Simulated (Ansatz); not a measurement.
**A computed series for Sb2Te3: response to strain**

Start from Sb$_{2}$Te$_{3}$ in the Bi2Te3 type structure (space group R-3m, No. 166; a = 4.287 Å, c = 30.930 Å (hexagonal axes)). Axes: x lies along a and z along c of the hexagonal cell.

Strains are applied to the cell and any free atomic positions relax; under biaxial strain the out-of-plane vector relaxes too.

All numbers come from r2SCAN+rVV10, PAW, 500 eV (Ansatz, an electronic-structure program; without spin-orbit coupling), earlier PAW set.

Candidates:
(a) biaxial strain −2.70 %, plane normal [001], relaxed out of plane
(b) isotropic strain −1.98 %
(c) uniaxial strain ε_zz = −0.71 %
(d) isotropic strain −4.25 %

Notes on the quantities. energy relative to the base: free energy F.

Problem. Order them by energy relative to the base, lowest first.

Solution. (c) uniaxial strain ε_zz = −0.71 % (+0.2 meV/atom), (a) biaxial strain −2.70 %, plane normal [001], relaxed out of plane (+12 meV/atom), (b) isotropic strain −1.98 % (+14 meV/atom), (d) isotropic strain −4.25 % (+70 meV/atom)

A case with no gap was solved on a k-mesh chosen for an insulator, which is coarse for it. Stability against distortions was not tested. All final runs are without spin polarisation.
